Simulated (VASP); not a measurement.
# W (I4_1/amd) in VASP: a series of runs, part 3 of 3

VASP 6.6.1. Earlier steps stand in the parts before.

### 6 Single point, r2SCAN

This run uses another cell than the first one: it holds 4 atoms, not 2.

POSCAR

```
W
1.0
    2.1465855422     -3.6380644142      0.0000000000
    2.1465855422      3.6380644142      0.0000000000
    0.0000000000      0.0000000000      4.2988817339
W
4
Direct
    0.1525000000      0.8475000000      0.0785000000
    0.6525000000      0.3475000000      0.4215000000
    0.8475000000      0.1525000000      0.9215000000
    0.3475000000      0.6525000000      0.5785000000
```

INCAR.step1

```
SYSTEM = W
ALGO     = Normal         ! electronic algorithm
EDIFF    = 1E-4           ! SCF threshold, eV
ENCUT    = 520            ! plane-wave cutoff, eV
GGA      = PE             ! functional
ISMEAR   = 0              ! smearing method
LASPH    = .True.         ! aspherical terms in the spheres
LCHARG   = .False.        ! write CHGCAR
LREAL    = .False.        ! projectors in reciprocal space
LWAVE    = .True.         ! write WAVECAR
NBANDS   = 36             ! bands
NELM     = 100            ! most SCF steps
PREC     = Accurate       ! precision mode
SIGMA    = 0.1            ! smearing width, eV
```

INCAR.step2

```
SYSTEM = W
ALGO     = Normal         ! electronic algorithm
EDIFF    = 1E-6           ! SCF threshold, eV
ENCUT    = 520            ! plane-wave cutoff, eV
ISIF     = 2              ! what is computed and relaxed
ISMEAR   = 0              ! smearing method
ISTART   = 1            
LASPH    = .True.         ! aspherical terms in the spheres
LCHARG   = .True.         ! write CHGCAR
LELF     = .True.         ! ELF
LMIXTAU  = .True.       
LREAL    = .False.        ! projectors in reciprocal space
LVHAR    = .True.       
LWAVE    = .False.        ! write WAVECAR
METAGGA  = R2SCAN         ! meta-GGA
NBANDS   = 36             ! bands
NELM     = 100            ! most SCF steps
PREC     = Accurate       ! precision mode
SIGMA    = 0.1            ! smearing width, eV
```

KPOINTS

```
k-points
0
Gamma
  6 6 4
  0 0 0
```

Potentials or basis: VASP PAW PBE potentials, release 64 (W_sv).

Run with:

```
> cat potpaw_PBE.64/W_sv/POTCAR > POTCAR
> cp INCAR.step1 INCAR
> mpirun -np 1 vasp_std > vasp.out
> cp INCAR.step2 INCAR
> mpirun -np 1 vasp_std > vasp.out
```

OUTCAR:

```text
SYSTEM = W
   EDIFF = 1E-6
   ENCUT = 520
   ISIF = 2
   ISMEAR = 0
   ISTART = 1
   LASPH = .True.
   LREAL = .False.
   METAGGA = R2SCAN
   NELM = 100
   PREC = Accurate

 ion  position               nearest neighbor table
   1  0.153  0.847  0.078-   3 2.32   4 2.58   4 2.58   2 2.60   2 2.60   3 2.66   3 2.66
   2  0.653  0.347  0.422-   4 2.32   3 2.58   3 2.58   1 2.60   1 2.60   4 2.66   4 2.66
   3  0.847  0.153  0.922-   1 2.32   2 2.58   2 2.58   4 2.60   4 2.60   1 2.66   1 2.66
   4  0.347  0.653  0.578-   2 2.32   1 2.58   1 2.58   3 2.60   3 2.60   2 2.66   2 2.66

  LATTYP: Found a base centered orthorhombic cell.
 ALAT       =     4.2931710844
 B/A-ratio  =     1.6948145521
 C/A-ratio  =     1.0013301705

  Lattice vectors:

 A1 = (   2.1465855422,  -3.6380644142,   0.0000000000)
 A2 = (   2.1465855422,   3.6380644142,   0.0000000000)
 A3 = (   0.0000000000,   0.0000000000,   4.2988817339)

Analysis of symmetry for initial positions (statically):
=====================================================================
 Subroutine PRICEL returns:
 Original cell was already a primitive cell.

 Routine SETGRP: Setting up the symmetry group for a
 base centered orthorhombic supercell.

 Subroutine GETGRP returns: Found  8 space group operations
 (whereof  4 operations were pure point group operations)
 out of a pool of  8 trial point group operations.

The static configuration has the point symmetry C_2h.
 The point group associated with its full space group is D_2h.

Analysis of symmetry for dynamics (positions and initial velocities):
=====================================================================
 Subroutine PRICEL returns:
 Original cell was already a primitive cell.

 Routine SETGRP: Setting up the symmetry group for a
 base centered orthorhombic supercell.

 Subroutine GETGRP returns: Found  8 space group operations
 (whereof  4 operations were pure point group operations)
 out of a pool of  8 trial point group operations.

The dynamic configuration has the point symmetry C_2h.
 The point group associated with its full space group is D_2h.

 Subroutine INISYM returns: Found  8 space group operations
 (whereof  4 operations are pure point group operations),
 and found     1 'primitive' translations

----------------------------------------------------------------------------------------

                                     Primitive cell

  volume of cell :      67.1435

  direct lattice vectors                    reciprocal lattice vectors
     2.146585542 -3.638064414  0.000000000     0.232928057 -0.137435719  0.000000000
     2.146585542  3.638064414  0.000000000     0.232928057  0.137435719  0.000000000
     0.000000000  0.000000000  4.298881734     0.000000000  0.000000000  0.232618635

  length of vectors
     4.224138039  4.224138039  4.298881734     0.270451579  0.270451579  0.232618635

  position of ions in fractional coordinates (direct lattice)
     0.152500000  0.847500000  0.078500000
     0.652500000  0.347500000  0.421500000
     0.847500000  0.152500000  0.921500000
     0.347500000  0.652500000  0.578500000

  ion indices of the primitive-cell ions
   primitive index   ion index
[... 27 lines left out ...]
 ===========================================

 Found     39 irreducible k-points:

 Following reciprocal coordinates:
            Coordinates               Weight
  0.000000  0.000000  0.000000      1.000000
  0.166667 -0.000000  0.000000      4.000000
  0.333333 -0.000000  0.000000      4.000000
  0.500000 -0.000000  0.000000      2.000000
  0.166667  0.166667  0.000000      2.000000
  0.333333  0.166667  0.000000      4.000000
[... 16 lines left out ...]
  0.333333  0.333333  0.250000      4.000000
  0.500000  0.333333  0.250000      8.000000
 [... further k-points ...]
   k-points           NKPTS =     39   k-points in BZ     NKDIM =     39   number of bands    NBANDS=     36
   number of dos      NEDOS =    301   number of ions     NIONS =      4
   total plane-waves  NPLWV =  32768
   dimension x,y,z NGX =    32 NGY =   32 NGZ =   32
   dimension x,y,z NGXF=    64 NGYF=   64 NGZF=   64
   ions per type =               4
   NGX,Y,Z   is equivalent  to a cutoff of  12.59, 12.59, 12.38 a.u.
   NGXF,Y,Z  is equivalent  to a cutoff of  25.19, 25.19, 24.75 a.u.
 SYSTEM =  W
   PREC   = accura    normal or accurate (medium, high low for compatibility)
   ISTART =      1    job   : 0-new  1-cont  2-samecut
   ICHARG =      0    charge: 1-file 2-atom 10-const
   ISPIN  =      1    spin polarized calculation?
   LNONCOLLINEAR =      F non collinear calculations
   LSORBIT =      F    spin-orbit coupling
   LASPH  =      T    aspherical Exc in radial PAW
   ENCUT  =  520.0 eV  38.22 Ry    6.18 a.u.   7.85  7.85  7.99*2*pi/ulx,y,z
   NELM   =    100;   NELMIN=  2; NELMDL=  0     # of ELM steps
   EDIFF  = 0.1E-05   stopping-criterion for ELM
   LREAL  =      F    real-space projection
   EDIFFG = 0.1E-04   stopping-criterion for IOM
   NSW    =      0    number of steps for IOM
   IBRION =     -1    ionic relax: 0-MD 1-quasi-New 2-CG
   NFREE  =      0    steps in history (QN), initial steepest desc. (CG)
   ISIF   =      2    stress and relaxation
   ISYM   =      2    0-nonsym 1-usesym 2-fastsym
   POTIM  = 0.5000    time-step for ionic-motion
   TEBEG  =    0.0;   TEEND  =   0.0 temperature during run
   PSTRESS=    0.0 pullay stress
   NELECT =      56.0000    total number of electrons
   NUPDOWN=      -1.0000    fix difference up-down
   EMIN   =  10.00;   EMAX   =-10.00  energy-range for DOS
   EFERMI =   0.00;   METHOD = LEGACY
   ISMEAR =     0;   SIGMA  =   0.10  broadening in eV -4-tet -1-fermi 0-gaus
   EFERMI_NEDOS =   21; number of points for ismear=-14 and -15
   IALGO  =     38    algorithm
   IMIX   =      4    mixing-type and parameters
     AMIX     =   0.40;   BMIX     =  1.00
     AMIX_MAG =   1.60;   BMIX_MAG =  1.00
  volume/ion in A,a.u.               =      16.79       113.28
  Fermi-wavevector in a.u.,A,eV,Ry     =   1.541001  2.912069 32.309523  2.374683
  Thomas-Fermi vector in A             =   2.647008
   LORBIT       =      0    0 simple, 1 ext, 2 COOP (PROOUT), +10 PAW based schemes
   METAGGA = R2SCAN    functional components
   LHFCALC =     F    Hartree Fock is set to
   AEXX    =    0.0000 exact exchange contribution
   IVDW    =     0    specifies the selected vdW correction
   LEPSILON=     F    determine dielectric tensor
   LRPA    =     F    only Hartree local field effects (RPA)
 non-spin polarized calculation
 Gauss-broadening in eV      SIGMA  =   0.10
  energy-cutoff  :      520.00
  volume of cell :       67.14
 maximum number of plane-waves:      1820
   NGX = 15   NGY = 15   NGZ = 15

 number of electron      55.9999999 magnetization

 Free energy of the ion-electron system (eV)
  ---------------------------------------------------
  ext. energy  EPLUGINS =         0.00000000
  ---------------------------------------------------
  free energy    TOTEN  =      -198.37882031 eV

  energy without entropy =     -198.36837606  energy(sigma->0) =     -198.37359819

 E-fermi :  10.0614     XC(G=0): -14.1799

 val. band max:       10.0578611989   @ k =   0.5000   0.5000   0.2500
 cond. band min:      10.0617969566   @ k =   0.1667   0.1667   0.2500
 fundamental gap:      0.0039357578
 Fermi energy:        10.0614186357

 k-point     1 :       0.0000    0.0000    0.0000
  band No.  band energies     occupation
      1     -65.4223      2.00000
      2     -65.1565      2.00000
      3     -64.9752      2.00000
      4     -64.9599      2.00000
      5     -30.2178      2.00000
      6     -29.7300      2.00000
[... 925 lines left out ...]
     35      14.3969      0.00000
     36      14.8695      0.00000

 [... further k-points ...]

------------------------ aborting loop because EDIFF is reached ----------------------------------------

  FORCE on cell =-STRESS in cart. coord.  units (eV):
  Direction    XX          YY          ZZ          XY          YZ          ZX
  --------------------------------------------------------------------------------------
  -------------------------------------------------------------------------------------
  Total       13.0295691     25.5839080     11.6885463      0.0000000      0.0000000      0.0000000
  in kB      310.9113367    610.4827405    278.9118756      0.0000000      0.0000000      0.0000000
  external PRESSURE =     400.1019843 kB  Pullay stress =       0.0000000 kB

 VOLUME and BASIS-vectors are now :
 -----------------------------------------------------------------------------
  energy-cutoff  :      520.00
  volume of cell :       67.14
      direct lattice vectors                 reciprocal lattice vectors
     2.146585542 -3.638064414  0.000000000     0.232928057 -0.137435719  0.000000000
     2.146585542  3.638064414  0.000000000     0.232928057  0.137435719  0.000000000
     0.000000000  0.000000000  4.298881734     0.000000000  0.000000000  0.232618635

 POSITION                                       TOTAL-FORCE (eV/Angst)
 -----------------------------------------------------------------------------------
      2.14659      2.52845      0.33746         0.000000     -2.632131     -0.441889
      2.14659     -1.10961      1.81198         0.000000     -2.632131      0.441889
      2.14659     -2.52845      3.96142         0.000000      2.632131      0.441889
      2.14659      1.10961      2.48690         0.000000      2.632131     -0.441889
 -----------------------------------------------------------------------------------
    total drift:                               -0.000000     -0.000000     -0.000000

  FREE ENERGIE OF THE ION-ELECTRON SYSTEM (eV)
  ---------------------------------------------------
  free  energy   TOTEN  =      -198.3788203104 eV

  energy  without entropy=     -198.3683760626  energy(sigma->0) =     -198.37359819
```

Run time: 77 s. Hardware: 1 thread of Intel Xeon 6975P-C (Granite Rapids), shared host; peak memory 0.22 GiB.

Results:

```yaml
Free_energy: -198.3788 eV
Pressure: 40.0 GPa
Largest_force: 2.669 eV/Å
Band_gap_on_the_k_mesh: none (metal or under the smearing width)
```

Forces on the atoms (eV/Å):
```
W    0.000 -2.632 -0.442
W    0.000 -2.632  0.442
W    0.000  2.632  0.442
W    0.000  2.632 -0.442
```

Levels at points of the mesh, in eV from the Fermi level:
```tsv
k point	band 26	band 27	band 28	band 29	band 30	band 31
(0.00, 0.00, 0.00)	-1.63	-0.13	0.21	0.42	0.56	0.97
(0.50, 0.00, 0.00)	-2.68	-0.50	-0.50	0.69	0.69	2.49
(0.50, 0.50, 0.00)	-0.85	-0.60	0.60	0.60	1.77	2.24
(0.00, 0.00, 0.50)	-1.37	0.10	0.10	0.19	0.19	0.99
(0.50, 0.00, 0.50)	-1.57	-1.32	-1.32	1.51	1.51	2.33
(0.50, 0.50, 0.50)	-1.93	-1.72	-1.72	0.85	0.85	1.76
```

Caveat: the k mesh is coarse (spacing up to 0.37 Å⁻¹), so the values aren't converged; a pressure of tens of GPa on the cell as given is suspect, and the run, the potentials or the cell itself is likely at fault; the PAW data sets were made with another functional, which shifts forces and pressure a little. The run has no spin-orbit coupling, so splittings on W are missing.

### 7 Overview

| task | cell | k mesh | cutoff (eV) | mesh quality | gap on the mesh (eV) | pressure (GPa) | largest force (eV/Å) |
| --- | --- | --- | --- | --- | --- | --- | --- |
| single point | I4_1/amd, 17.35 Å³/atom | 8 × 8 × 8 | 520 | not flagged | none | 1.3 | - |
| relaxation of cell and atoms | relaxed | 8 × 8 × 8 | 600 | not flagged | none | 0.0 | - |
| single point | I4_1/amd, 16.35 Å³/atom | 8 × 8 × 8 | 520 | not flagged | none | 17.9 | - |
| single point | Cmce, 19.19 Å³/atom | 6 × 6 × 4 | 520 | coarse | none | 0.9 | 0.05 |
| single point | Cmce, 16.79 Å³/atom | 6 × 6 × 4 | 520 | coarse | none | 40.0 | 2.67 |

Alike in all rows: level r2SCAN; potentials or basis VASP PAW PBE potentials, release 64 (W_sv); no spin polarisation; smearing gaussian 0.1 eV.

Caveats: some runs use coarse meshes; the PAW data sets were made with another functional, which shifts forces and pressure a little (some runs); so large a pressure means that the cell lies far from this level's equilibrium, or that cutoff or potentials fall short (some runs); the potentials were made for another functional, which shifts forces and pressure (some runs); a pressure of tens of GPa on the cell as given is suspect, and the run, the potentials or the cell itself is likely at fault (some runs).

Absolute energies hang on the potentials; compare differences alone.
